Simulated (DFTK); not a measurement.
Write the native input for DFTK 0.8.2 that does the following.

```yaml
Task: band structure
Functional: PBE
Potentials_or_basis: dojo.nc.sr.pbe.v0_5.stringent.upf (PBE)
Cutoff: 1143 eV
k_mesh: 12 × 12 × 12
Occupations: fermi-dirac, width 0.05 eV
Spin: collinear spin, ferromagnetic start
Starting_moments: "[2.0] μB"
Valence_electrons: V 13
SCF_tolerance_on_the_density: 1e-06
```

V:

```
CELL_PARAMETERS angstrom
-1.51435 1.51435 1.51435
1.51435 -1.51435 1.51435
1.51435 1.51435 -1.51435
ATOMIC_POSITIONS crystal
V 0.00000 0.00000 0.00000
```

One way to write it, as run:

run.jl

```julia
using DFTK
using PseudoPotentialData
using Unitful, UnitfulAtomic
using LinearAlgebra, Printf
include("save.jl")
disable_threading()

# lattice vectors are the columns
lattice = austrip(1u"Å") * [      -1.51435        1.51435        1.51435;
                  1.51435       -1.51435        1.51435;
                  1.51435        1.51435       -1.51435]
symbols   = [:V]
positions = [[0.0, 0.0, 0.0]]
pseudopotentials = PseudoFamily("dojo.nc.sr.pbe.v0_5.stringent.upf")
elements = Dict(s => ElementPsp(s, pseudopotentials) for s in unique(symbols))
atoms    = [elements[s] for s in symbols]
magnetic_moments = [2.0]

build_model(lattice, positions; symmetries=true) =
    model_DFT(lattice, atoms, positions;
              functionals=PBE(),
              magnetic_moments,
              spin_polarization=:collinear,
              temperature=austrip(0.05u"eV"),
              smearing=Smearing.FermiDirac(),
              symmetries)
Ecut  = 42.0  # hartree
kgrid = [12, 12, 12]
tol   = 1e-6
to_GPa = ustrip(uconvert(u"GPa", 1u"hartree/bohr^3"))

model = build_model(lattice, positions)
basis = PlaneWaveBasis(model; Ecut, kgrid)
display(basis)
scfres = self_consistent_field(basis;
                               tol,
                               ρ=guess_density(basis, magnetic_moments),
                               nbandsalg=AdaptiveBands(model; n_bands_converge=12))
display(scfres.energies)
@printf "Fermi level: %.6f eV\n" ustrip(auconvert(u"eV", something(scfres.εF, NaN)))
forces = compute_forces_cart(scfres)
println("Forces (eV/Å)")
for (s, f) in zip(symbols, forces)
    @printf "%-3s %12.6f %12.6f %12.6f\n" s ustrip.(auconvert.(u"eV/Å", f))...
end
stress = compute_stresses_cart(scfres)
println("Stress (GPa)")
display(round.(stress * to_GPa; digits=4))
@printf "Total moment: %.4f μB\n" sum(spin_density(scfres.ρ)) * scfres.basis.dvol
println("Levels at the first k-point (eV): ", round.(ustrip.(auconvert.(u"eV", scfres.eigenvalues[1][1:scfres.n_bands_converge])); digits=4))
save_scf!(scfres; forces, stress)

points = Dict("G" => [0.0, 0.0, 0.0], "H" => [0.5, -0.5, 0.5], "P" => [0.25, 0.25, 0.25], "N" => [0.0, 0.0, 0.5])
segments = [("G", "H", 10), ("H", "N", 7), ("N", "G", 7), ("G", "P", 8), ("P", "H", 8), ("P", "N", 5)]
kcoords = vcat([[points[a] + t * (points[b] - points[a]) for t in range(0, 1, n)] for (a, b, n) in segments]...)
bands = compute_bands(scfres, ExplicitKpoints(kcoords); n_bands=14, tol=1e-5)
for (k, ε) in zip(bands.basis.kpoints, bands.eigenvalues)
    @printf "%d %8.4f %8.4f %8.4f " k.spin k.coordinate...
    println(join([@sprintf("%9.4f", e) for e in ustrip.(auconvert.(u"eV", ε .- scfres.εF))]))
end
results["band_energies"] = rows(bands.eigenvalues); results["band_kpoints"] = rows(kcoords)
```

Potentials or basis: dojo.nc.sr.pbe.v0_5.stringent.upf (PBE).

Launch:

```sh
$ julia --threads=1 run.jl  # save.jl only writes the numbers to a file and isn't shown; printed stress counts tension as positive; times include loading and compiling
```

Results of the run:

The pressure is -5.3 GPa and the band gap on the k mesh is none (metal or under the smearing width). The net moment is 0.00 μB per cell. The absolute moment is 0.00 μB per cell.

Wall time 2.7 min on 1 thread of Intel(R) Xeon(R) Processor @ 2.70GHz, on a shared host, peak memory 1.8 GiB.
